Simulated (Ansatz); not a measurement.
Isolated molecules relaxed with PBE0-D4/def2-TZVP in Ansatz; ΔE leaves out vibrations. CBS: MP2 limit from def2 TZ/QZ plus the TZ coupled-cluster correction, frozen cores. Functionals use def2-TZVPP. One conformer a species, not always the lowest.

`C=C1CC1C` + `N[Si](O)(O)O` → `CO[Si](N)(O)O` + `C=C1CC1`  (substitution at a C–C bond)

Question: Is it downhill or uphill in electronic energy at CCSD(T)/CBS, and by how much? (An estimate is asked.)

Answer: Ansatz gave: Uphill: ΔE = +65.6 kJ/mol.

Question: What do these levels give: PBE-D4, ωB97X-V, ωB97M-V, B2PLYP, CCSD(T)/def2-TZVPP, CCSD/CBS(def2)? (Best estimate.)

Answer: The calculation gave: PBE-D4 61.1, ωB97X-V 58.5, ωB97M-V 61.2, B2PLYP 60.3, CCSD(T)/def2-TZVPP 63.6, CCSD/CBS(def2) 64.5 kJ/mol.

Largest T1 diagnostic among the species: 0.011.

In def2-TZVPP, CCSD(T) changes the Hartree–Fock value by +11.4 kJ/mol (the triples alone add +1.1 kJ/mol) and MP2 by +18.3 kJ/mol.
